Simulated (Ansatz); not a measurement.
# Polarity and tunnelling in Hf/GaN/Mg, part 4 of 6

Both polarities of the barrier in Hf/GaN/Mg, relaxed and compared. The lower electrode is Hf hcp(0001), the upper one Mg hcp(0001); the barrier is GaN zinc blende(111) (whole bilayers). In the first transport cell, after relaxation, the nearest pair of electrode and barrier is Hf–N at 2.10 Å, along the normal, at the lower face and Mg–Ga at 3.05 Å, at a slant, at the upper one. All share a net of side 3.209 Å, which strains the lower electrode by +0.3 %, the upper one by +0.6 % and the barrier by -0.3 %, against typed lattice constants near PBE's. The first steps treat the bulk electrodes alone.

Ansatz 0.2.0; PBE DFT, plane waves, PAW files (the session's first sound run).

So far, transmission at the Fermi level (a spin, zone mean): step 5 (T(E) of the junction, polarity N face on the lower …) 0.00186.

### 6. Conductance, polarity N face on the lower electrode, gap between the electrodes 13.16 Å

Level of this step: PBE DFT, plane waves, PAW files; ballistic transmission by layer matching between semi-infinite leads (Ansatz).

The conductance needs T(E) within ten thermal energies of the Fermi level, on steps under 1.5 kT, and a finer mesh (30×30), since the current can rest on few wavevectors.

File input.yaml:

```yaml
crystal:
  lattice:
    - [3.209, 0.0, 0.0]
    - [-1.6045, 2.7790755207, 0.0]
    - [0.0, 0.0, 78.3623434658]
  atoms:
    - { symbol: Hf, position: [0.33333333, 0.66666667, 0.08932862] }
    - { symbol: Hf, position: [0.0, 0.0, 0.1216700687] }
    - { symbol: Hf, position: [0.33333333, 0.66666667, 0.1540115173] }
    - { symbol: Hf, position: [0.0, 0.0, 0.186352966] }
    - { symbol: Hf, position: [0.33333333, 0.66666667, 0.2186944147] }
    - { symbol: Hf, position: [0.0, 0.0, 0.2510358634] }
    - { symbol: Hf, position: [0.33333333, 0.66666667, 0.283377312] }
    - { symbol: Hf, position: [0.0, 0.0, 0.3157187607] }
    - { symbol: Hf, position: [0.33333333, 0.66666667, 0.3480602094] }
    - { symbol: Hf, position: [0.0, 0.0, 0.3804016581] }
    - { symbol: Hf, position: [0.33333333, 0.66666667, 0.4133792676] }
    - { symbol: "N", position: [0.33333333, 0.66666667, 0.4402060278] }
    - { symbol: Ga, position: [0.66666667, 0.33333333, 0.448775327] }
    - { symbol: "N", position: [0.66666667, 0.33333333, 0.4737175399] }
    - { symbol: Ga, position: [0.0, 0.0, 0.4823723982] }
    - { symbol: "N", position: [0.0, 0.0, 0.5072694143] }
    - { symbol: Ga, position: [0.33333333, 0.66666667, 0.5159599057] }
    - { symbol: "N", position: [0.33333333, 0.66666667, 0.5408683054] }
    - { symbol: Ga, position: [0.66666667, 0.33333333, 0.5502967164] }
    - { symbol: Mg, position: [0.0, 0.0, 0.5812688932] }
    - { symbol: Mg, position: [0.33333333, 0.66666667, 0.6143356802] }
    - { symbol: Mg, position: [0.0, 0.0, 0.6472618691] }
    - { symbol: Mg, position: [0.33333333, 0.66666667, 0.680188058] }
    - { symbol: Mg, position: [0.0, 0.0, 0.7131142468] }
    - { symbol: Mg, position: [0.33333333, 0.66666667, 0.7460404357] }
    - { symbol: Mg, position: [0.0, 0.0, 0.7789666246] }
    - { symbol: Mg, position: [0.33333333, 0.66666667, 0.8118928134] }
    - { symbol: Mg, position: [0.0, 0.0, 0.8448190023] }
    - { symbol: Mg, position: [0.33333333, 0.66666667, 0.8777451912] }
    - { symbol: Mg, position: [0.0, 0.0, 0.91067138] }
kpoints:
  mp_grid: { grid: [12, 12, 1] }
scf:
  occupations: { method: fermi_dirac, width: 0.1 }
  max_iter: 150
hamiltonian:
  xc: pbe
output:
  transmission:
    kmesh: [30, 30]
    e_range: [-0.26, 0.27]
    de: 0.0375
    leads: [[4, 6], [24, 26]]
```

Command:

```sh
> ansatz run input.yaml --threads 4 --pin off --max-ram 10240MiB --backend cpu --events-out ev --progress --plain --runs-dir out
```

Numbers of over 12 decimals in the logs are rounded to 6 here.

The log of the run:

```text
[...]
Crystal: 30 atoms, lattice volume = 698.840 Å³
Basis set: ecut = 420 eV, 13881 PW (Γ)
Bands: 281, of which v1, the nominal top of the filled ones, is band 234 counted from 1 (233 counted from 0)
Symmetry: 6 space group operations
[...]
k-points: 19 of 144 (time reversal used)
[...]
SCF iter   1: F=—  HF=-210767.992738 eV  |F-HF|=—  |Δ(HF+E_count)|=         —  Δρ=1.24e-2  dr2=9.41e2  ethr=1.77e-3  ⟨swp⟩=6.4  Hψ=22001  notcnv=0  defer=94
[...]
SCF iter  11: F=-210766.743688 eV  HF=-210766.743688 eV  |F-HF|=2.12e-8  |Δ(HF+E_count)|=   2.96e-8  Δρ=1.12e-6  dr2=3.56e-8  ethr=2.14e-11  ⟨swp⟩=14.3  Hψ=21282  notcnv=0
SCF 1 converged in 11 iterations: F = -210766.743688 eV  dr2 = 3.56e-8
[...]
transmission: 563 of 5551 steps passed
transmission: 1112 of 5551 steps passed
[...]
transmission: 5551 of 5551 steps passed
SCF converged after 11 iterations
Free energy (F): -210766.743688 eV
[...]
Internal energy: -210766.192307 eV  (E = F + TS)
E sigma→0 (E₀):  -210766.467997 eV
Entropy (-TS):   -0.551380 eV (-18.379 meV/atom)
Fermi energy:    9.927589 eV
[...]
--- Band table (eV; the first three rows and the last of 19) ---
  k-point 0: bands = [... 230 lower, 10.2922, 10.3192, 10.5000, 10.5638, 10.8188, 10.9089, 10.9089, 10.9176, ... 43 higher]
  k-point 1: bands = [... 230 lower, 10.1733, 10.2479, 10.4952, 10.5120, 10.6202, 10.6433, 10.6756, 10.7196, ... 43 higher]
  k-point 2: bands = [... 230 lower, 9.9327, 9.9650, 10.0161, 10.0527, 10.1177, 10.2294, 10.3206, 10.5171, ... 43 higher]
  k-point 18: bands = [... 230 lower, 9.6588, 9.7298, 9.7307, 9.7849, 9.7863, 9.8242, 9.8922, 9.8982, ... 43 higher]
--- Transmission ---
  basis      : 85 plane waves across, 61 finite elements along
  points     : 91, standing for a mesh of 30 x 30
  filling    : by the input's occupations and mesh, since the crystals that have channels conduct as metals do. If one of these is a semiconductor, that mesh has misplaced its level
[...]
filled         : 23.6 meV under the level at which it is neutral
    channels       : 6.733333e-1 a spin
    conductance    : 5.8027e14 S/m² at 300 K; may be off by some 0.0 % by where its bands' edges are placed, 7.6 % from the k-mesh, 1.5 % from the distance to neutral
    slowest decay  : 0.0626 /Å at (0.4333, 0.1333)
[...]
filled         : 31.7 meV under the level at which it is neutral
    channels       : 8.877778e-1 a spin
[...]
slowest decay  : 0.0082 /Å at (0.3000, 0.0000)
  junction   : crystal 0 to crystal 1, 19.10 to 55.29 Å
    transmission   : 2.037889e-3 a spin
    conductance    : 1.7322e12 S/m² at 300 K (1.9727e12 on every other point, 1.7655e12 on every other energy)
    error estimate : 1.9 % from the energy spacing and 1.2 % from band edges of the leads and from resonances (wavevectors taken as independent; lower de), 13.3 % from the k-mesh, 37.7 % from the steps of its leads' Hamiltonians or their offsets (lay more layers), 3.8 % from the distance to neutral
    resistance     : 5.7580e-1 Ω µm² beyond half of each lead's own
```

Wall time 7.9 min (4 threads of Arm Neoverse V1, shared host); peak memory 5.2 GiB.

This step gave:

```yaml
transmission_at_the_fermi_level_a_spin_zone_mean: 0.002038
channels_of_the_lower_lead: 0.6733
channels_of_the_upper_lead: 0.8878
ballistic_conductance_of_the_lower_lead: 5.80e14 S/m²
ballistic_conductance_of_the_upper_lead: 7.67e14 S/m²
junction_conductance: 1.73e12 S/m²
error_estimates_by_source_in_the_log_s_order: 1.9, 1.2, 13.3, 37.7, 3.8 %
resistance_area_product_beyond_the_leads: 0.5758 Ω um²
```

One spin. Table of transmission, zone mean by energy, zero at the Fermi level:

```
energy (eV)  transmission, zone mean
     -0.260                  0.00141
     -0.223                  0.00157
     -0.185                  0.00179
     -0.147                  0.00193
     -0.110                  0.00193
     -0.072                  0.00214
     -0.035                  0.00201
      0.003                  0.00204
      0.040                  0.00189
      0.077                  0.00181
      0.115                  0.00162
      0.152                  0.00149
      0.190                  0.00148
      0.228                  0.00167
      0.265                  0.00150
```

One spin. The open channels, zone mean by energy, zero at the Fermi level:

```
energy (eV)  lower lead  upper lead
     -0.260         0.5       0.841
     -0.223       0.573       0.881
     -0.185       0.618       0.888
     -0.147       0.631       0.828
     -0.110       0.624       0.894
     -0.072       0.624       0.841
     -0.035       0.624       0.881
      0.003       0.673       0.888
      0.040        0.68       0.908
      0.077       0.707       0.861
      0.115        0.76       0.928
      0.152       0.767       0.988
      0.190       0.873        1.01
      0.228       0.967       0.997
      0.265        1.01        0.93
```

Transmission over k1 and k2. At 0.0025 eV from the Fermi level.

Values in units of 1e-2, 12 rows by 16 columns, each cell a mean:
```
0.0 0.0 0.0 0.1 0.1 0.1 0.0 0.0 0.0 0.0 0.0 0.0 0.0 0.0 0.0 0.0
0.0 0.0 0.0 0.0 0.0 0.0 0.0 0.0 0.0 0.0 0.0 0.0 0.0 0.0 0.0 0.0
0.1 0.0 0.0 0.0 0.0 0.0 0.0 0.0 0.0 0.0 0.0 0.1 0.0 0.0 0.0 0.0
0.1 0.0 0.0 0.0 0.0 0.2 0.5 0.4 0.1 0.0 0.0 0.0 0.1 0.0 0.0 0.0
0.0 0.0 0.0 0.0 0.1 0.8 2.5 2.6 2.1 0.8 0.1 0.0 0.0 0.0 0.0 0.0
0.0 0.0 0.0 0.0 0.0 0.6 2.6 1.8 1.7 2.5 0.9 0.0 0.0 0.0 0.0 0.0
0.0 0.0 0.0 0.0 0.0 0.1 1.1 2.5 2.0 2.6 2.0 0.3 0.0 0.0 0.0 0.0
0.0 0.0 0.0 0.0 0.0 0.0 0.1 0.6 1.6 1.9 1.2 0.3 0.0 0.0 0.0 0.0
0.0 0.0 0.0 0.1 0.1 0.0 0.0 0.0 0.0 0.1 0.1 0.0 0.0 0.0 0.0 0.2
0.0 0.0 0.0 0.0 0.0 0.0 0.0 0.0 0.0 0.0 0.0 0.0 0.0 0.0 0.0 0.1
0.0 0.0 0.0 0.0 0.0 0.0 0.0 0.0 0.0 0.0 0.0 0.0 0.0 0.0 0.0 0.0
0.0 0.0 0.0 0.0 0.0 0.0 0.0 0.0 0.0 0.0 0.0 0.1 0.2 0.0 0.0 0.0
```
Columns: k1 (b1) from -0.5 to 0.467; rows upwards: k2 (b2) from -0.5 to 0.467.

G = 1.7e12 S/m² (1/G = 0.577 Ω µm²). The largest error estimate is 38 %, from the leads' potential steps. In the worse lead the potential repeats within 88 meV, which the program flags as too much for a lead, so G carries that doubt. By hand, Landauer's formula with T at one energy: G = (e²/h) ΣT / A = 3.874e-5 S × 0.00408 / 8.918 Å² = 1.8e12 S/m², with T summed over both spins. The printed value averages T over the Fermi window and is 0.98 times this.

### 7. Relaxing the interfaces, box 44.4 Å, polarity Ga face on the lower electrode

This step: PBE DFT, plane waves, PAW files (Ansatz 0.2.0).

System of this step: Hf/GaN/Mg. The cell holds 16 atoms: 4 Hf, 4 Ga, 4 N and 4 Mg. Cell: a = 3.209 Å, b = 3.209 Å, c = 44.421 Å, α = 90.0°, β = 90.0°, γ = 120.0°. Vacuum lies along c.

The new interface needs a relaxation of its own, since bond lengths at the faces set the dipole and the overlap. A short slab in vacuum serves: only the barrier and the layers next to it are taken over, and later cells can add or drop layers in the barrier's middle. The dipole correction removes the field that unlike faces would set up across the vacuum.

File input.yaml:

```yaml
crystal:
  lattice:
    - [3.209, 0.0, 0.0]
    - [-1.6045, 2.7790755207, 0.0]
    - [0.0, 0.0, 44.4205993007]
  atoms:
    - { symbol: Hf, position: [0.0, 0.0, 0.1800966247] }
    - { symbol: Hf, position: [0.33333333, 0.66666667, 0.2368277122] }
    - { symbol: Hf, position: [0.0, 0.0, 0.2935587997] }
    - { symbol: Hf, position: [0.33333333, 0.66666667, 0.3502898872] }
    - { symbol: Ga, position: [0.66666667, 0.33333333, 0.4039793748] }
    - { symbol: "N", position: [0.33333333, 0.66666667, 0.4187906792] }
    - { symbol: Ga, position: [0.33333333, 0.66666667, 0.4632245922] }
    - { symbol: "N", position: [0.0, 0.0, 0.4780358966] }
    - { symbol: Ga, position: [0.0, 0.0, 0.5224698096] }
    - { symbol: "N", position: [0.66666667, 0.33333333, 0.537281114] }
    - { symbol: Ga, position: [0.66666667, 0.33333333, 0.581715027] }
    - { symbol: "N", position: [0.33333333, 0.66666667, 0.5965263314] }
    - { symbol: Mg, position: [0.33333333, 0.66666667, 0.6453775408] }
    - { symbol: Mg, position: [0.66666667, 0.33333333, 0.703552819] }
    - { symbol: Mg, position: [0.33333333, 0.66666667, 0.7617280972] }
    - { symbol: Mg, position: [0.66666667, 0.33333333, 0.8199033753] }
kpoints:
  mp_grid: { grid: [8, 8, 1] }
scf:
  occupations: { method: fermi_dirac, width: 0.1 }
  max_iter: 150
hamiltonian:
  xc: pbe
efield:
  axis: 3
  dipole_correction: true
relax:
  f_tol: 0.04
  max_steps: 90
output:
  forces: true
```

The log of the run:

```text
[...]
Crystal: 16 atoms, lattice volume = 396.145 Å³
Basis set: ecut = 420 eV, 7865 PW (Γ), exchange–correlation on 48×48×600 points (8 copies of the dense FFT grid, shifted against one another)
Bands: 130, of which v1, the nominal top of the filled ones, is band 108 counted from 1 (107 counted from 0)
Symmetry: 6 space group operations
[...]
k-points: 10 of 64 (time reversal used)
[...]
SCF iter   1: F=—  HF=-87250.784854 eV  |F-HF|=—  |Δ(HF+E_count)|=         —  Δρ=6.31e-3  dr2=2.35e1  ethr=1.77e-3  p=0.011 e·Å  D=4.83e-3 V/Å  ΔV_dip=-0.21 eV  dr2_dipole=2.77e1  V_vac-E_F(+/−)=4.15/4.37 eV  ⟨swp⟩=6.7  Hψ=5358  notcnv=0  defer=30
[...]
SCF iter   7: F=-87250.629114 eV  HF=-87250.629112 eV  |F-HF|=2.46e-6  |Δ(HF+E_count)|=   1.50e-5  Δρ=3.74e-5  dr2=8.07e-6  ethr=1.85e-8  p=0.033 e·Å  D=1.51e-2 V/Å  ΔV_dip=-0.67 eV  dr2_dipole=4.89e-8  V_vac-E_F(+/−)=3.67/4.34 eV  ⟨swp⟩=5.4  Hψ=4998  notcnv=0
[...]
SCF 1 converged in 7 iterations: F = -87250.629114 eV  dr2 = 8.07e-6
[...]
relax step   1: F+E_penalty+E_count = -87250.62911448 eV  Δ(F+E_penalty+E_count) = +0.000e0 eV  max|allowed force component| = 8.327e-1 eV/Å  Δτ_max = 0.0000 Å  (7 SCF iters, dr2 threshold 4.00e-5 eV, accepted)
[...]
SCF iter   7: F=-87250.734311 eV  HF=-87250.734325 eV  |F-HF|=1.38e-5  |Δ(HF+E_count)|=   1.85e-5  Δρ=3.83e-5  dr2=1.55e-5  ethr=2.01e-8  p=0.028 e·Å  D=1.27e-2 V/Å  ΔV_dip=-0.56 eV  dr2_dipole=6.50e-6  V_vac-E_F(+/−)=3.66/4.23 eV  ⟨swp⟩=3.9  Hψ=5679  notcnv=0
[...]
SCF 2 converged in 7 iterations: F = -87250.734311 eV  dr2 = 1.55e-5
[...]
relax step   2: F+E_penalty+E_count = -87250.73431117 eV  Δ(F+E_penalty+E_count) = -1.052e-1 eV  max|allowed force component| = 9.976e-1 eV/Å  Δτ_max = 0.1932 Å  (7 SCF iters, dr2 threshold 4.33e-5 eV, accepted)
[...]
SCF iter   6: F=-87250.811971 eV  HF=-87250.811983 eV  |F-HF|=1.20e-5  |Δ(HF+E_count)|=   1.61e-5  Δρ=5.50e-5  dr2=2.47e-5  ethr=2.88e-8  p=0.032 e·Å  D=1.45e-2 V/Å  ΔV_dip=-0.64 eV  dr2_dipole=1.60e-6  V_vac-E_F(+/−)=3.66/4.30 eV  ⟨swp⟩=3.4  Hψ=5311  notcnv=0
[...]
SCF 3 converged in 6 iterations: F = -87250.811971 eV  dr2 = 2.47e-5
relax step   3: F+E_penalty+E_count = -87250.81197144 eV  Δ(F+E_penalty+E_count) = -7.766e-2 eV  max|allowed force component| = 1.517e-1 eV/Å  Δτ_max = 0.1077 Å  (6 SCF iters, dr2 threshold 6.22e-5 eV, accepted)
SCF iter   1: F=—  HF=-87250.814313 eV  |F-HF|=—  |Δ(HF+E_count)|=         —  Δρ=7.03e-4  dr2=1.53e-2  ethr=1.09e-4  p=0.032 e·Å  D=1.45e-2 V/Å  ΔV_dip=-0.64 eV  dr2_dipole=1.13e-3  V_vac-E_F(+/−)=3.66/4.30 eV  ⟨swp⟩=3.3  Hψ=2181  notcnv=0  defer=43
[...]
SCF iter   8: F=-87250.813591 eV  HF=-87250.813591 eV  |F-HF|=6.68e-9  |Δ(HF+E_count)|=   8.45e-8  Δρ=1.96e-6  dr2=4.52e-8  ethr=4.63e-11  p=0.032 e·Å  D=1.45e-2 V/Å  ΔV_dip=-0.64 eV  dr2_dipole=2.23e-10  V_vac-E_F(+/−)=3.66/4.31 eV  ⟨swp⟩=5.0  Hψ=4861  notcnv=0
[...]
SCF 4 converged in 8 iterations: F = -87250.813591 eV  dr2 = 4.52e-8
relax step   4: F+E_penalty+E_count = -87250.81359077 eV  Δ(F+E_penalty+E_count) = -1.619e-3 eV  max|allowed force component| = 3.252e-2 eV/Å  Δτ_max = 0.0267 Å  (8 SCF iters, accepted)
SCF converged after 8 iterations
Free energy (F): -87250.813591 eV
[...]
Internal energy: -87250.613563 eV  (E = F + TS)
E sigma→0 (E₀):  -87250.713577 eV
Entropy (-TS):   -0.200028 eV (-12.502 meV/atom)
Fermi energy:    6.989012 eV
Dipole field:    D = 0.014501 V/Å  (p = 0.031747 e·Å, saw-weighted, corrected)
Work function:   Φ+ = 3.6636 eV   Φ− = 4.3075 eV
[...]
--- Forces (eV/Å), atoms counted from 1 ---
  atom   1  Hf     0.00000000     0.00000000     0.00837363
  atom   2  Hf     0.00000000    -0.00000000    -0.01056337
  atom   3  Hf     0.00000000     0.00000000     0.00936409
  atom   4  Hf     0.00000000     0.00000000    -0.00238966
  atom   5  Ga     0.00000000     0.00000000    -0.00370713
  atom   6  N      0.00000000     0.00000000     0.01486512
  atom   7  Ga    -0.00000000     0.00000000    -0.00978137
  atom   8  N      0.00000000     0.00000000    -0.01514734
  atom   9  Ga    -0.00000000     0.00000000     0.01735787
  atom  10  N      0.00000000     0.00000000    -0.00700132
  atom  11  Ga     0.00000000     0.00000000    -0.02686466
  atom  12  N      0.00000000     0.00000000     0.03252049
  atom  13  Mg     0.00000000     0.00000000    -0.00932458
  atom  14  Mg     0.00000000     0.00000000     0.00177335
  atom  15  Mg     0.00000000     0.00000000     0.00671413
  atom  16  Mg     0.00000000    -0.00000000    -0.00618718
  max |Σ_I F_I| component: 2.06e-6 eV/Å
--- Relaxed structure (4 steps of the walk, 4 accepted, 0 SCFs on fresh bases) ---
  F+E_penalty+E_count = -87250.81359077 eV   max|allowed force component| = 3.252e-2 eV/Å
  atoms:
    - { symbol: Hf, position: [-2.081668171172168e-17, -2.891205796741264e-17, 0.183756] }
    - { symbol: Hf, position: [0.333333, 0.666667, 0.237286] }
    - { symbol: Hf, position: [-2.081668171172168e-17, -2.891205796741264e-17, 0.296705] }
    - { symbol: Hf, position: [0.333333, 0.666667, 0.351674] }
    - { symbol: Ga, position: [0.666667, 0.333333, 0.404382] }
    - { symbol: N, position: [0.333333, 0.666667, 0.420192] }
    - { symbol: Ga, position: [0.333333, 0.666667, 0.464833] }
    - { symbol: N, position: [-2.081668171172168e-17, -2.891205796741264e-17, 0.479270] }
    - { symbol: Ga, position: [-2.081668171172168e-17, -2.891205796741264e-17, 0.524002] }
    - { symbol: N, position: [0.666667, 0.333333, 0.538429] }
    - { symbol: Ga, position: [0.666667, 0.333333, 0.583219] }
    - { symbol: N, position: [0.333333, 0.666667, 0.597640] }
    - { symbol: Mg, position: [0.333333, 0.666667, 0.643409] }
    - { symbol: Mg, position: [0.666667, 0.333333, 0.699010] }
    - { symbol: Mg, position: [0.333333, 0.666667, 0.755709] }
    - { symbol: Mg, position: [0.666667, 0.333333, 0.813841] }
```

The job ended after 55 s (4 threads; peak memory 1.4 GiB).

The steps of the relaxation:

```
step  energy less that of the first step (eV)  largest force component (eV/Å)
   1                                   0.0000                          0.8327
   2                                  -0.1052                          0.9976
   3                                  -0.1829                          0.1517
   4                                  -0.1845                          0.0325
```

The run keeps the 6 symmetry operations that it works with, so distortions that break them were not tested.

The atoms that moved most (Å):

```
atom     dx     dy      dz  length
Mg16  0.000  0.000  -0.269   0.269
Mg15  0.000  0.000  -0.267   0.267
Mg14  0.000  0.000  -0.202   0.202
 Hf1  0.000  0.000   0.163   0.163
 Hf3  0.000  0.000   0.140   0.140
Mg13  0.000  0.000  -0.087   0.087
 Ga7  0.000  0.000   0.071   0.071
 Ga9  0.000  0.000   0.068   0.068
```

This step gave:

```yaml
free_energy: -87250.8136 eV
fermi_energy: 6.989 eV
```

The largest force component on a free atom ends at 0.033 eV/Å. At one or more of this run's solves the program warned of density in the dipole ramp over its bound, where dipole, forces and levels can be off.

(Part 4 of 6 ends here.)

[Logs are printed without paths, hosts, clocks, repeated set-up lines and the standing remarks that a program may print on its own settings, such as how far it seeks lower states.]

[Hosts, paths, dates, database ids (printed as entryN), source tags and the programs' standing remarks are cut or masked in the printed files.]
